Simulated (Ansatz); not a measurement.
**Piezoelectric tensor of CdSe**

These are results of DFT PBE, scalar-relativistic, plane waves, PAW in Ansatz, not measurements. Settings: 420 eV plane-wave cutoff, Γ-centred 12×12×12 mesh, fixed occupations. No spin polarisation.

The cell, relaxed at this level:
```
CELL_PARAMETERS angstrom
0.00000 3.09787 3.09787
3.09787 0.00000 3.09787
3.09787 3.09787 0.00000
ATOMIC_POSITIONS crystal
Cd 0.00000 0.00000 0.00000
Se 0.25000 0.25000 0.25000
```

It was relaxed at this level from a Materials Project cell.

Question: Give the relaxed-ion proper piezoelectric stress tensor e_iJ (C/m², Voigt columns xx yy zz yz xz xy).

Answer:
```
x   0.000 0.000 0.000 0.055 0.000 0.000
y   0.000 0.000 0.000 0.000 0.055 0.000
z   0.000 0.000 0.000 0.000 0.000 0.055
```
Signs follow the orientation of the cell as given.

Question: With the elastic constants (GPa, Voigt order)
C11 = 56.5, C12 = 39.0, C13 = 39.0, C22 = 56.5, C23 = 39.0, C33 = 56.5, C44 = 21.7, C55 = 21.7, C66 = 21.7 GPa; the others vanish.
find the strain coefficients d = e·C⁻¹ (pC/N).

Answer:
```
x   0.00 0.00 0.00 2.53 0.00 0.00
y   0.00 0.00 0.00 0.00 2.53 0.00
z   0.00 0.00 0.00 0.00 0.00 2.53
```
